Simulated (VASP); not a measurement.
**Na2S in VASP: how settings move the PBE single point**

Aim: see what changed inputs do to the PBE single point of Na2S built on the antifluorite prototype, under +2.5 % equal strain in all directions.

Code: VASP 6.6.1. PAW datasets, plane waves. Computed at 0 K without zero-point motion; spin polarisation is off (in the reference).

### Step 1. The cell

The cell comes from an earlier relaxation with r2SCAN in another program. Some of the altered inputs switch spin polarisation on.

It is cubic, Fm-3m (No. 225); conventional cell a = 6.674 Å, 24.77 Å³ an atom. Around S lie 8 Na at 2.89 Å; around Na lie 4 S at 2.89 Å.

As a file:

```
CELL_PARAMETERS angstrom
0.00000 3.33682 3.33682
3.33682 0.00000 3.33682
3.33682 3.33682 0.00000
ATOMIC_POSITIONS crystal
S 0.00000 0.00000 0.00000
Na 0.25000 0.25000 0.25000
Na 0.75000 0.75000 0.75000
```

### Step 2. Baseline

File INCAR:

```
ENCUT = 520.000000
SIGMA = 0.020000
EDIFF = 1.00e-07
GGA = PE
PREC = Accurate
IBRION = -1
ISIF = 2
ISMEAR = -1
NBANDS = 17
NELM = 120
NSW = 0
LASPH = .TRUE.
LCHARG = .TRUE.
LELF = .TRUE.
LWAVE = .FALSE.
LREAL = .FALSE.
```

File KPOINTS:

```
KPOINTS created by Atomic Simulation Environment
0
Gamma
8 8 8
0 0 0
```

File POSCAR:

```
S  Na
 1.0000000000000000
     0.0000000000000000    3.3368182621000000    3.3368182621000000
     3.3368182621000000    0.0000000000000000    3.3368182621000000
     3.3368182621000000    3.3368182621000000    0.0000000000000000
 S   Na
   1   2
Cartesian
  0.0000000000000000  0.0000000000000000  0.0000000000000000
  1.6684091310500004  1.6684091310500004  1.6684091310500004
  5.0052273931500011  5.0052273931500011  5.0052273931500011
```

A file KPOINTS_OPT adds named points for the levels; it doesn't enter the self-consistent loop.

Potentials: the recommended PBE PAW datasets, 20 valence electrons.

On the command line:

```console
mpirun -np 1 vasp_std
```

### Step 3. Try 1

File INCAR:

```
ENCUT = 520.000000
EDIFF = 1.00e-07
GGA = PE
PREC = Accurate
IBRION = -1
ISIF = 2
NBANDS = 17
NSW = 0
LASPH = .TRUE.
LCHARG = .FALSE.
LWAVE = .FALSE.
LREAL = .FALSE.
ISMEAR = 0
SIGMA = 0.05
NELM = 61
```

KPOINTS is that of step 2.

POSCAR is that of step 2.

### Step 4. Try 2

File INCAR:

```
ENCUT = 520.000000
SIGMA = 0.020000
EDIFF = 1.00e-07
GGA = PE
IBRION = -1
ISIF = 2
ISMEAR = -1
NBANDS = 17
NSW = 0
LASPH = .TRUE.
LCHARG = .FALSE.
LWAVE = .FALSE.
PREC = Low
LREAL = .TRUE.
NELM = 73
```

KPOINTS is that of step 2.

POSCAR is that of step 2.

### Step 5. Try 3

File INCAR:

```
ENCUT = 520.000000
SIGMA = 0.020000
EDIFF = 1.00e-07
GGA = PE
PREC = Accurate
IBRION = -1
ISIF = 2
ISMEAR = -1
NBANDS = 17
NSW = 0
LASPH = .TRUE.
LCHARG = .FALSE.
LWAVE = .FALSE.
LREAL = .FALSE.
ISPIN = 2
MAGMOM = 1 1 1
NELM = 55
```

KPOINTS is that of step 2.

POSCAR is that of step 2.

Before running it: what results should come out? Wanted: for each run, changed; ending; energy change; pressure; electronic steps; usable.

**Answer**, as computed:

| run | changed | ending | energy change (meV/atom) | pressure (GPa) | gap on the mesh (eV; negative: overlap) | electronic steps | time | usable |
| --- | --- | --- | --- | --- | --- | --- | --- | --- |
| ref. | – | converged | 0 | -1.2 | 2.29 | 16 | 30 s | yes |
| 1 | ISMEAR = 0, SIGMA = 0.05, NELM = 61 | converged | 0.0 | -1.2 | 2.29 | 16 | 26 s | yes |
| 2 | PREC = Low, LREAL = .TRUE., NELM = 73 | converged | 2.3 | -1.9 | 2.29 | 16 | 20 s | no |
| 3 | ISPIN = 2, MAGMOM = 1 1 1, NELM = 55 | converged | 0.0 | -1.2 | – | 17 | 65 s | yes |

**Reading.** Of 3 altered inputs, 1 ended normally on a faulty or unsound input, 2 gave usable results.
